Put gallium in the place of indium in InAs or InSb, and the electronegativity of the metal hardly changes, while the bonds become nearly 0.2 Å shorter. Is the compound then bound more strongly over its elements, and by how much? The answer depends on how much the transfer of charge and the length of the bond each matter, and also on how firmly the pure metals hold together. The measure here is the energy over elements: the energy of the crystal less that of its pure elements, per atom. The more negative it is, the more energy is released when the compound forms.

Zincblende crystals (F-43m), relaxed with Ansatz 0.2.0: plane-wave PAW, scalar-relativistic PBEsol, no spin polarisation, cutoff 420 eV, Gaussian smearing. Energies over elements are at zero smearing, relative to the elements' standard states in the same functional. Valence electrons are counted per formula unit, including the d shell of groups 3 to 12.

| formula | element on site A | Z A | element on site B | Z B | difference of Pauling electronegativities | valence electrons | volume per atom (Å³) | shortest distance (Å) | k mesh | smearing width | energy over elements (eV/atom) |
| --- | --- | --- | --- | --- | --- | --- | --- | --- | --- | --- | --- |
| ZnSe | Zn | 30 | Se | 34 | 0.9 | 18 | 22.34 | 2.439 | 8×8×8 | 0.02 eV | -0.671 |
| GaAs | Ga | 31 | As | 33 | ? | 8 | 22.64 | 2.450 | 10×10×6 | 0.01 eV | ? |
| GaSb | Ga | 31 | Sb | 51 | ? | 8 | 28.62 | 2.649 | 14×14×14 | 0.15 eV | ? |
| CdTe | Cd | 48 | Te | 52 | 0.41 | 18 | 34.16 | 2.810 | 8×8×8 | 0.05 eV | -0.386 |
| InAs | In | 49 | As | 33 | 0.4 | 8 | 28.20 | 2.636 | 8×8×11 | 0.1 eV | -0.199 |
| InSb | In | 49 | Sb | 51 | 0.27 | 8 | 34.64 | 2.823 | 16×16×16 | 0.15 eV | -0.080 |
| HfN | Hf | 72 | N | 7 | 1.74 | 9 | 14.41 | 2.107 | 22×22×22 | 0.15 eV | -1.537 |
| HgTe | Hg | 80 | Te | 52 | 0.1 | 18 | 34.52 | 2.820 | 16×16×16 | 0.15 eV | -0.145 |

## Two descriptors, each insufficient

Electronegativity looks like the better guide at first. CdTe and HgTe have almost the same bond length, yet HgTe is bound 0.24 eV/atom less strongly, and its electronegativity difference is much the smaller. A likely cause is relativity, which pulls the outer s level of mercury down, so that mercury gives up charge reluctantly; the table does not test this. Bond length alone would have missed nearly the whole effect.

Electronegativity alone fails as well. CdTe and InAs have nearly equal differences, but CdTe is bound about twice as strongly. A plausible explanation lies in the elements. Zinc, cadmium and mercury have filled s shells and hold together weakly as metals, so little energy is lost in taking them apart. The table doesn't list these elemental energies, so this remains an argument.

The two families therefore need separate baselines. The column of valence electrons marks them as 18 and 8, but this is a matter of counting, because the filled d shell is included for zinc, cadmium and mercury only. Both families bond with eight s and p electrons. HfN has a ninth, is a metal and bonds through hafnium's d electrons, so it stays out of the models. Zincblende is also not its stable form, and a magnetic state was not tested, so its energy here is not that of HfN's ground state. InAs, InSb and HgTe also come out without a gap, but there the filled and empty bands only touch. InAs and InSb are semiconductors in reality; functionals of this kind are known to make gaps too small.

## A bracket for gallium

Let $E$ be the energy over elements in eV/atom, $\Delta\chi$ the difference of Pauling electronegativities and $d$ the shortest distance in Å. The marker $g$ is 1 for ZnSe, CdTe and HgTe and 0 for the compounds of gallium and indium. If bonding moves a roughly fixed charge to the more electronegative atom, the energy gained grows in proportion to the difference between the atoms' levels, for which $\Delta\chi$ stands in. If overlap decides instead, shorter bonds are stronger, and over a narrow range a straight line in $d$ may do:

$$E_\chi = 0.081 - 0.657\,\Delta\chi - 0.172\,g$$

$$E_d = -2.923 + 1.020\,d - 0.221\,g$$

Each formula has three constants fitted to the same five compounds: ZnSe, CdTe, HgTe, InAs and InSb. The electronegativity model reproduces them to about 0.02 eV/atom, the length model only to about 0.08. That invites trust in the first, but three constants on five rows leave little room to fail, and Pauling's scale is itself derived from bond energies.

The physics suggests that the two models err in opposite directions for gallium. The electronegativity model knows nothing of the shorter bonds, so it should bind too weakly. The length model should bind too strongly, because its slope has absorbed part of the electronegativity effect: ZnSe has both the shortest bonds and the largest $\Delta\chi$ of the five. Elemental gallium is also more cohesive than indium, which cancels part of what the shorter bonds gain.

For GaAs, Pauling's scale gives $\Delta\chi \approx 0.37$, and the table gives $d = 2.450$ Å. GaAs was not part of either fit. The two estimates are

$$E_\chi = 0.081 - 0.657\times0.37 \approx -0.16$$

$$E_d = -2.923 + 1.020\times2.450 \approx -0.42$$

The forecast is the midpoint, and its error bar is half the distance between the models: **−0.29 ± 0.13 eV/atom for GaAs**. The same steps with $\Delta\chi \approx 0.24$ give **−0.15 ± 0.07 eV/atom for GaSb**. GaAs should thus be bound more strongly than InAs, and GaSb should lie between InSb and InAs. The bars describe a disagreement between two pictures, not a statistical error, and they are wide enough to leave either order in doubt.

The withheld rows as computed:

| formula | element on site A | Z A | element on site B | Z B | difference of Pauling electronegativities | valence electrons | volume per atom (Å³) | shortest distance (Å) | k mesh | smearing width | energy over elements (eV/atom) |
| --- | --- | --- | --- | --- | --- | --- | --- | --- | --- | --- | --- |
| GaAs | Ga | 31 | As | 33 | 0.37 | 8 | 22.64 | 2.450 | 10×10×6 | 0.01 eV | -0.318 |
| GaSb | Ga | 31 | Sb | 51 | 0.24 | 8 | 28.62 | 2.649 | 14×14×14 | 0.15 eV | -0.125 |

## What the result says

Both values fall inside their ranges, and both orders are right. The computed energies are −0.318 eV/atom for GaAs and −0.125 for GaSb. The forecast binds GaAs too weakly and GaSb too strongly, by about 0.02 eV/atom each. For GaSb that is a fifth of the computed value, so the small absolute miss should not be mistaken for high precision.

The bracket did better than either of its sides. The electronegativity model, which had fitted so well, misses GaAs by 0.155 eV/atom, about half of the computed value. In the fitted rows it had never met a change of metal that shortened the bonds and left electronegativity almost alone. The length model overbinds both gallium compounds by about 0.1 eV/atom, in the direction expected. The printed analysis below gives both fits in full.

The opposite signs of the two misses point to something that neither straight line contains. Replacing indium by gallium shortens the bonds by a similar amount in the arsenide and in the antimonide. Yet the gain in binding is 0.119 eV/atom with arsenic and only 0.045 with antimony. Both models give nearly the same step in the two cases, so their midpoint could not reproduce this contrast.

One possible reason is curvature. If bonding strengthens ever faster as atoms approach, the same shortening gains more in the arsenides, whose bonds are shorter to begin with. This has the right sign, but four compounds are too few to test it. Nor does length alone fix the energy over elements: the bonds of InAs and GaSb differ by only 0.013 Å, yet their energies differ by 0.074 eV/atom. Part of that difference may come from the pure elements, which are not the same for the two compounds.

## A consequence for InAs next to GaSb

The contrast between the two steps has a practical meaning, because the energies of the elements cancel in it. It is the energy of the exchange

$$\mathrm{InAs + GaSb \rightarrow GaAs + InSb}$$

The difference of the steps is $0.119 - 0.045 = 0.074$ eV/atom. With two atoms in each formula unit, the exchange releases $2\times0.074 \approx 0.15$ eV as written. At this level of theory, separate relaxed crystals of GaAs and InSb are therefore lower in energy than InAs and GaSb. Functionals of this kind tend to bind such compounds too weakly over their elements. Errors in the elements cancel in the exchange, but errors in the four compounds need not cancel fully.

This matters where InAs and GaSb are grown as alternating layers for infrared detectors. Arsenic and antimony that change places at the interface create Ga–As and In–Sb bonds, and the bulk energies favour that pairing. In a real layer stack these bonds must fit a common lattice, although their natural lengths are 2.450 and 2.823 Å, and the strain may cost as much as the exchange gains, or more. The bulk numbers thus reveal a possible driving force for the exchange; whether it survives the strain has to be settled by a calculation of the interface itself.

Output of the analysis:

```
fit of energy_over_elements on 5 rows (octet): constant 0.08071 +/- 0.025, coefficient of chi -0.6573 +/- 0.047, coefficient of ii_vi -0.1724 +/- 0.026; rms 0.0172, worst CdTe 0.0248, leave-one-out rms 0.0601
  rows outside the fit (model, value, miss): GaAs -0.1625, -0.318, 0.155; GaSb -0.07705, -0.125, 0.0479; HfN -1.063, -1.537, 0.474
fit of energy_over_elements on 5 rows (octet): constant -2.923 +/- 1, coefficient of shortest_bond 1.02 +/- 0.36, coefficient of ii_vi -0.2206 +/- 0.11; rms 0.0769, worst HgTe -0.123, leave-one-out rms 0.162
  rows outside the fit (model, value, miss): GaAs -0.4245, -0.318, -0.106; GaSb -0.2216, -0.125, -0.0966; HfN -0.7742, -1.537, 0.763
forecast for GaAs (eV/atom): -0.2935
error bar for GaAs (eV/atom): 0.131
forecast less computed value for GaAs (eV/atom): 0.02451
forecast for GaSb (eV/atom): -0.1493
error bar for GaSb (eV/atom): 0.07226
forecast less computed value for GaSb (eV/atom): -0.02432
place of GaAs between model A (0) and model B (1): 0.5935
place of GaSb between model A (0) and model B (1): 0.3318
energy of CdTe less InAs (eV/atom): -0.187
energy of HgTe less CdTe (eV/atom): 0.241
bond length of HgTe less CdTe (angstrom): 0.01
energy of GaAs less InAs (eV/atom): -0.119
energy of GaSb less InSb (eV/atom): -0.045
energy of InAs less InSb (eV/atom): -0.119
energy of GaAs less GaSb (eV/atom): -0.193
bond length of GaAs less InAs (angstrom): -0.186
bond length of GaSb less InSb (angstrom): -0.174
bond length of GaSb less InAs (angstrom): 0.013
```
